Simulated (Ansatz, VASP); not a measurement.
Two plane-wave programs on Nb

Contents of INCAR:

```
  PREC = Accurate
  ENCUT = 520
  EDIFF = 1E-7
  ISMEAR = 0
  SIGMA = 0.15
  LREAL = F
  LASPH = T
  NELM = 80
  ALGO = Fast
  ISIF = 2
  LWAVE = F
  LCHARG = F
  GGA = PS
  NBANDS = 12
```

Contents of KPOINTS:

```
regular mesh
0
Gamma
  22 22 22
```

POSCAR

```
Nb
1.0
   -1.6119171290      1.6119171290      1.7731088419
    1.6119171290     -1.6119171290      1.7731088419
    1.6119171290      1.6119171290     -1.7731088419
Nb
1
Direct
    0.0000000000      0.0000000000      0.0000000000
```

Input for Ansatz:

```yaml
crystal:
  lattice:
    - [-1.611917129, 1.611917129, 1.7731088419]
    - [1.611917129, -1.611917129, 1.7731088419]
    - [1.611917129, 1.611917129, -1.7731088419]
  atoms:
    - { symbol: Nb, position: [0.0, 0.0, 0.0] }
basis:
  ecutwfc: 420
kpoints:
  mp_grid: { grid: [22, 22, 22] }
hamiltonian:
  xc: pbesol
scf:
  occupations: { method: gaussian, width: 0.15 }
output:
  forces: true
  stress: true
  eigenvalues: true
  write_density: true
  write_potential: true
  elf: true
  volumetric_format: npy
```

Alike in both runs: task single point; functional PBEsol; k mesh 22 × 22 × 22; occupations gaussian, width 0.15 eV; no spin polarisation.

|  | VASP | Ansatz |
| --- | --- | --- |
| version | VASP 6.6.1 | Ansatz 0.2.0 |
| potentials or method | VASP PAW PBE potentials, release 64 (Nb_sv) | scalar-relativistic, plane waves, PAW |
| plane-wave cutoff (eV) | 520 | 420 |
| valence electrons in the cell | 13 | 13 |

```tsv
	VASP	Ansatz	Ansatz less VASP
gap on the k mesh at the Fermi level (eV)	none	none	-
pressure (GPa)	-8.1	-7.8	+0.27
largest component of the traceless stress (GPa)	7.19	7.22	+0.031
```

A gap of «none» marks a metal or a gap that the smearing closes.

Caveats: the PAW data sets were made with another functional, which shifts forces and pressure a little (VASP).
